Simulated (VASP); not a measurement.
# Zn, relaxation of the cell: which settings are enough?

Zn, P6_3/mmc (no. 194), 2 atoms in the cell. RevPBE; PAW potentials Zn (PBE set). VASP 6.6.1. The cell is changed on purpose: volume scaled by 1.06.

Wanted: cell volume within 0.2 %; lattice lengths within 0.1 %; shortest distances from each atom, periodic images included within 0.005 Å.

What the run is for: cell; Accuracy asked: standard.

The series start from Plane-wave cutoff (eV): 410; Smearing width (eV): 0.1; k-point mesh: 13 × 13 × 6; Relaxation passes: 2; Ionic threshold (EDIFFG): -0.005; Electronic threshold (eV): 1e-6; Precision mode (PREC): Accurate; Relaxation algorithm: IBRION=2 POTIM=0.5. Each series keeps the choices made before it, and each single choice may use up half of a tolerance. Times cover all steps of a run.

## Plane-wave cutoff (eV)

| Plane-wave cutoff (eV) | Cell volume (Å³) | Lattice lengths, largest deviation against the largest value | Shortest distances from each atom, periodic images included, largest deviation (Å) | Time (s) |
|---|---|---|---|---|
| 280 | 30.79 | 0.84 % | 0.0148 | 84 |
| 320 | 31.35 | 0.084 % | 0.0011 | 50 |
| 360 | 31.11 | 0.49 % | 0.0056 | 60 |
| 410 | 31.13 | 0.41 % | 0.0059 | 144 |
| 480 | 31.36 | 0.077 % | 0.0005 | 70 |
| 580 | 31.38 | 0.035 % | 0.0004 | 105 |
| 720 (reference) | 31.4 | 0 % | 0.0000 | 108 |

Chosen: 580, the loosest value from which every tighter one stays within half of the tolerance.

## Smearing width (eV)

| Smearing width (eV) | Cell volume (Å³) | Lattice lengths, largest deviation against the largest value | Shortest distances from each atom, periodic images included, largest deviation (Å) | Time (s) |
|---|---|---|---|---|
| 0.4 | 31.44 | 0.19 % | 0.0009 | 109 |
| 0.3 | 31.44 | 0.21 % | 0.0011 | 108 |
| 0.2 | 31.4 | 0.041 % | 0.0006 | 92 |
| 0.15 | 31.37 | 0.16 % | 0.0008 | 99 |
| 0.1 | 31.38 | 0.13 % | 0.0009 | 105 |
| 0.05 (reference) | 31.4 | 0 % | 0.0000 | 74 |

Chosen: 0.05; the next looser run is off by more than half of the tolerance, so convergence isn't shown beyond this value.

## k-point mesh

| k-point mesh | Cell volume (Å³) | Lattice lengths, largest deviation against the largest value | Shortest distances from each atom, periodic images included, largest deviation (Å) | Time (s) |
|---|---|---|---|---|
| 5 × 5 × 3 | 31.5 | 6.3 % | 0.0761 | 34 |
| 6 × 6 × 3 | 31.71 | 0.41 % | 0.0020 | 53 |
| 8 × 8 × 4 | 31.11 | 6.7 % | 0.0639 | 69 |
| 10 × 10 × 5 | 31.55 | 2.5 % | 0.0241 | 60 |
| 13 × 13 × 6 | 31.4 | 3 % | 0.0235 | 74 |
| 15 × 15 × 7 (reference) | 31.79 | 0 % | 0.0000 | 140 |

Chosen: 15 × 15 × 7; the next looser run is off by more than half of the tolerance, so convergence isn't shown beyond this value.

## Relaxation passes

| Relaxation passes | Cell volume (Å³) | Lattice lengths, largest deviation against the largest value | Shortest distances from each atom, periodic images included, largest deviation (Å) | Time (s) |
|---|---|---|---|---|
| 1 | 31.75 | 0.084 % | 0.0006 | 109 |
| 2 | 31.79 | 0.029 % | 0.0001 | 140 |
| 3 (reference) | 31.8 | 0 % | 0.0000 | 252 |

Chosen: 2.

## Ionic threshold (EDIFFG)

| Ionic threshold (EDIFFG) | Cell volume (Å³) | Lattice lengths, largest deviation against the largest value | Shortest distances from each atom, periodic images included, largest deviation (Å) | Time (s) |
|---|---|---|---|---|
| -0.05 | 31.81 | 0.031 % | 0.0016 | 180 |
| -0.02 | 31.81 | 0.031 % | 0.0016 | 219 |
| -0.01 | 31.81 | 0.031 % | 0.0016 | 180 |
| -0.005 | 31.79 | 0.016 % | 0.0008 | 140 |
| -0.002 (reference) | 31.77 | 0 % | 0.0000 | 302 |

Chosen: -0.005.

## Electronic threshold (eV)

| Electronic threshold (eV) | Cell volume (Å³) | Lattice lengths, largest deviation against the largest value | Shortest distances from each atom, periodic images included, largest deviation (Å) | Time (s) |
|---|---|---|---|---|
| 0.0001 | 31.81 | 0.038 % | 0.0009 | 328 |
| 1e-5 | 31.76 | 0.01 % | 0.0005 | 152 |
| 1e-6 | 31.79 | 0.017 % | 0.0009 | 140 |
| 1e-7 (reference) | 31.77 | 0 % | 0.0000 | 164 |

Chosen: 1e-5.

## Precision mode (PREC)

| Precision mode (PREC) | Cell volume (Å³) | Lattice lengths, largest deviation against the largest value | Shortest distances from each atom, periodic images included, largest deviation (Å) | Time (s) |
|---|---|---|---|---|
| Normal | 31.75 | 0.0091 % | 0.0001 | 92 |
| Accurate (reference) | 31.76 | 0 % | 0.0000 | 152 |

Chosen: Normal.

## Relaxation algorithm

| Relaxation algorithm | Cell volume (Å³) | Lattice lengths, largest deviation against the largest value | Shortest distances from each atom, periodic images included, largest deviation (Å) | Time (s) |
|---|---|---|---|---|
| IBRION=2 POTIM=0.5 | 31.75 | 0 % | 0.0000 | 92 |
| IBRION=2 POTIM=0.2 | 31.78 | 0.023 % | 0.0012 | 98 |
| IBRION=1 POTIM=0.5 | 31.75 | 0.027 % | 0.0001 | 69 |
| IBRION=1 POTIM=0.2 | 31.78 | 0.027 % | 0.0010 | 82 |

Chosen: IBRION=1 POTIM=0.5; it saves 22.5 s of 92, so IBRION=2 POTIM=0.5 would do nearly as well.

## All choices together

| Input | Cell volume (Å³) | Lattice lengths, largest deviation against the largest value | Shortest distances from each atom, periodic images included, largest deviation (Å) | Time (s) |
|---|---|---|---|---|
| the program's defaults (naive) | 31.08 | 1.4 % | 0.0112 | 6.3 |
| chosen settings | 31.75 | 0.067 % | 0.0012 | 69 |
| reference settings throughout | 31.8 | 0 % | 0.0000 | 194 |

The chosen settings stay within the tolerance of the reference run, but the reference itself isn't shown to be converged in: Smearing width (eV), k-point mesh.

Values of the reference run: Lattice lengths: 2.661, 2.661, 5.184 Å; Shortest distances from each atom, periodic images included: 2.661, 2.661, 2.661, 2.661, 2.661, 2.661, 2.661, 2.661 Å.

## The input

INCAR.step1:
```
GGA = RE ; ISMEAR = 1
SIGMA = 0.05 ; LWAVE = False
LCHARG = False ; NSW = 80
PREC = Normal ; LASPH = True
LREAL = False ; ALGO = Normal
EDIFF = 1E-5 ; NELM = 120
GGA_COMPAT = False ; IBRION = 1
ISIF = 3 ; EDIFFG = -0.005
NELMIN = 4 ; ENCUT = 580
KPAR = 4 ; POTIM = 0.5
```

INCAR.step3, as INCAR.step1 but for:
```
- NSW = 80
- IBRION = 1
- ISIF = 3
- EDIFFG = -0.005
- NELMIN = 4
- POTIM = 0.5
+ ISIF = 2
```

KPOINTS:
```
Automatic mesh
0
Gamma
  15 15 7
  0 0 0
```

POSCAR.step1:
```
Zn
1.0
    2.7223662359      0.0000000000      0.0000000000
   -1.3611831179      2.3576383187      0.0000000000
    0.0000000000      0.0000000000      5.0633972761
Zn
2
Direct
    0.6666666667      0.3333333333      0.7500000000
    0.3333333333      0.6666666667      0.2500000000
```

Commands (each step's output is kept before the next begins):
```
cat potpaw_PBE.64/Zn/POTCAR > POTCAR
cp INCAR.step1 INCAR
cp POSCAR.step1 POSCAR
mpirun -np 4 vasp_std > vasp.out
cp CONTCAR POSCAR
mpirun -np 4 vasp_std > vasp.out
cp CONTCAR POSCAR
cp INCAR.step3 INCAR
mpirun -np 4 vasp_std > vasp.out
```

The chosen input took VASP 6.6.1 69 s on 4 cores (Intel Xeon Platinum 8259CL @ 2.50GHz (Skylake/Cascade Lake)), a shared host.

## An input that fails: cell relaxed at a low cutoff

VASP's message: Orbital orthonormalization failed in the inversion of matrix LAPACK: Routine ZPOTRF failed! kpoint: 1 spin: 1 Possible solutions for this issue are: - Please check whether the atoms are too close to each other. - Decreasing POTIM might help during relaxations or MDs. - Deleting CHGCAR or WAVECAR if incompatible with the structure. - Try calculating without symmetrizing (ISYM = 0 or ISYM = -1). ….

Changes against the starting input:
```
(all steps)
- PREC = Accurate
- NELM = 120
- ENCUT = 410
+ PREC = Low
+ NELM = 66
+ ENCUT = 190
```
